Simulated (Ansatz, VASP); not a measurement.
# Two plane-wave programs on Al3Pt

```
Al Pt
1.0
     0.00000    3.14361    3.14361
     3.14361    0.00000    3.14361
     3.14361    3.14361    0.00000
Al Pt
3 1
Direct
  0.50000 0.50000 0.50000
  0.75000 0.75000 0.75000
  0.25000 0.25000 0.25000
  0.00000 0.00000 0.00000
```

Change from the starting cell: species swapped into the CeCd3 type (Fm-3m, No. 225).

Alike in both runs: functional PBE; k mesh 6 × 6 × 6; occupations gaussian, width 0.1 eV; no spin polarisation.

Ansatz relaxed the structure, and its values are those at the end. VASP's run is a single point on that final structure, the one shown.

|  | VASP | Ansatz |
| --- | --- | --- |
| version | VASP 6.6.1 | Ansatz 0.2.0 |
| potentials or method | VASP PAW PBE potentials, release 64 (Al, Pt) | scalar-relativistic, plane waves, PAW |
| plane-wave cutoff (eV) | 520 | 420 |
| valence electrons in the cell | 19 | 27 |

Ansatz gave:

```
gap on the k mesh at the Fermi level (eV) : none
pressure (GPa)                            : -0.1
```

What did VASP give for the same quantities?

gap on the k mesh at the Fermi level (eV): none; pressure (GPa): -0.2.

A gap of «none» marks a metal or a gap that the smearing closes. The two sets of potentials don't hold the same shells in valence.

The runs have no spin-orbit coupling, so splittings on Pt are missing.
